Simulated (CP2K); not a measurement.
# TaN in CP2K: the effect of dispersion

The system is TaN.

```
CELL_PARAMETERS angstrom
2.93800 0.00000 0.00000
-1.46900 2.54438 0.00000
0.00000 0.00000 2.88300
ATOMIC_POSITIONS crystal
Ta 0.00000 0.00000 0.50000
N 0.66667 0.33333 0.00000
```

Alike in all runs:

| Property | Result |
| --- | --- |
| Program | CP2K 2026.2 |
| Task | single point |
| Functional | PBEsol |
| Potentials or basis | POTENTIAL_UZH Ta GTH-PBE-q13, N GTH-PBE-q5; TZVP-MOLOPT-PBE-GTH basis |
| Density cutoff | 6123 eV |
| k mesh | 10 × 10 × 9 |
| Occupations | fermi-dirac, width 0.05 eV |
| Spin | no spin polarisation |

Task: One run gave: pressure -6.6 GPa. Which dispersion did it use?
A. D4
B. D3(BJ)+ATM
C. D3
D. D3(BJ)
E. rVV10

Result: E.

```csv
dispersion,pressure (GPa)
none,-5.9
D3,-10.0
D3(BJ),-12.9
D4,-8.7
rVV10,-6.6
D3(BJ)+ATM,-11.9
```

Caveats: the potentials were made for another functional, which shifts forces and pressure; the basis of atomic orbitals isn't converged, which shifts pressures, moduli and gaps; pairwise dispersion overbinds metals, which lowers pressure and volume (some runs).
